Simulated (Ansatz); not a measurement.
Runs of Ansatz 0.2.0 on TiPt3. It takes space group Pm-3m (No. 221, cubic). The conventional cell has a = 3.897 Å, b = 3.897 Å, c = 3.897 Å, α = 90.00°, β = 90.00°, γ = 90.00°. Pt (site symmetry 4/mmm) is surrounded by 8 Pt at 2.76 Å and 4 Ti at 2.76 Å. Around Ti (site symmetry m-3m) lie 12 Pt at 2.76 Å. 

```csv
task,level,k mesh,cutoff (eV),mesh quality,gap on the mesh (eV),pressure (GPa)
projected density of states,PBE0,4 × 4 × 4,420,coarse,none,-
projected density of states,r2SCAN0,4 × 4 × 4,500,coarse,none,-
projected density of states,BLYP,4 × 4 × 4,420,coarse,none,22.3
projected density of states,RPBE,4 × 4 × 4,420,coarse,none,(a)
```

Alike in all rows: potentials or basis Ansatz PAW; no spin polarisation; cell as given; smearing fermi-dirac 0.05 eV.

**Question.** Estimate the missing entries.

**Answer.** (a) 14.1.

Caveats: all runs use coarse meshes; the PAW data sets come from PBE, with cores solved anew for the run's functional, which leaves a small shift of forces and pressure; the potentials were made for another functional, which shifts forces and pressure (some runs).

A k mesh can miss the band edges, and the runs leave out spin-orbit coupling on Pt.

A gap of «none» marks a metal or a gap under the smearing width.

Not every run made on this cell is shown here.
